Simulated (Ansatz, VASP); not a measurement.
One calculation of HfO2, two programs

```
Hf O
1.0
     5.09593    0.00000   -0.01279
     0.00000    5.17677    0.00000
    -0.86799    0.00000    5.19921
Hf O
4 8
Direct
  0.27715 0.04298 0.20817
  0.72285 0.54298 0.29183
  0.72285 0.95702 0.79183
  0.27715 0.45702 0.70817
  0.44716 0.75817 0.47997
  0.55284 0.25817 0.02003
  0.55284 0.24183 0.52003
  0.44716 0.74183 0.97997
  0.07115 0.33720 0.34100
  0.92885 0.83720 0.15900
  0.92885 0.66280 0.65900
  0.07115 0.16280 0.84100
```

Alike in both runs: functional PBEsol; k mesh 6 × 6 × 6; occupations gaussian, width 0.02 eV; no spin polarisation.

Ansatz relaxed the structure, and its values are those at the end. VASP's run is a single point on that final structure, the one shown.

|  | VASP | Ansatz |
| --- | --- | --- |
| version | VASP 6.6.1 | Ansatz 0.2.0 |
| potentials or method | VASP PAW PBE potentials, release 64 (Hf_pv, O) | scalar-relativistic, plane waves, PAW |
| plane-wave cutoff (eV) | 520 | 420 |
| valence electrons in the cell | 88 | 152 |

```tsv
	VASP	Ansatz	Ansatz less VASP
gap on the k mesh at the Fermi level (eV)	3.93	3.97	+0.035
least direct gap on the mesh (eV)	4.03	4.06	+0.038
pressure (GPa)	-3.0	0.0	+3.03
rms of the force components (eV/Å)	0.032	0.001	-0.0315
```

The two sets of potentials don't hold the same shells in valence.

Caveats: the PAW data sets were made with another functional, which shifts forces and pressure a little (VASP); spin-orbit coupling is left out, which moves the levels of the heavy elements. A k mesh can miss the band edges. PBEsol gaps usually lie below the measured ones, often by a third to a half.
